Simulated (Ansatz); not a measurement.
**A computed series for KCl: response to strain**

The reference is KCl in the rock salt structure (space group Fm-3m, No. 225).

Space group Fm-3m (No. 225); a = 6.243 Å, b = 6.243 Å, c = 6.243 Å, α = 90.00°, β = 90.00°, γ = 90.00°

| atom | site | symmetry | x | y | z |
|---|---|---|---|---|---|
| K | 4a | m-3m | 0.0000 | 0.0000 | 0.0000 |
| Cl | 4b | m-3m | 0.5000 | 0.5000 | 0.5000 |
(The calculation used a cell of 2 atoms; values per cell refer to that cell.)

Strains are applied to the cell and any free atomic positions relax.

Method: Ansatz (a quantum-chemistry and plane-wave program), PBEsol, PAW, cutoff 420 eV, no spin-orbit coupling.

Notes on the quantities. energy relative to the base: free energy F.

```csv
isotropic strain (%),energy relative to the base (meV/atom)
-3,16.2
-2.5,11.0
-2,6.9
-1,1.7
-0.5,?
0,0.0
0.5,0.4
1.5,3.3
3,12.5
```

Fit ΔE = Aε² + Bε³ (ε in %) to the rows shown and predict the withheld row.

Least squares on the printed values gives A = 1.59 and B = -0.068 meV/atom (largest residual 0.1 meV/atom); this predicts 0.4 meV/atom, and the run gives 0.4 meV/atom, in agreement.

Stability against distortions was not tested.
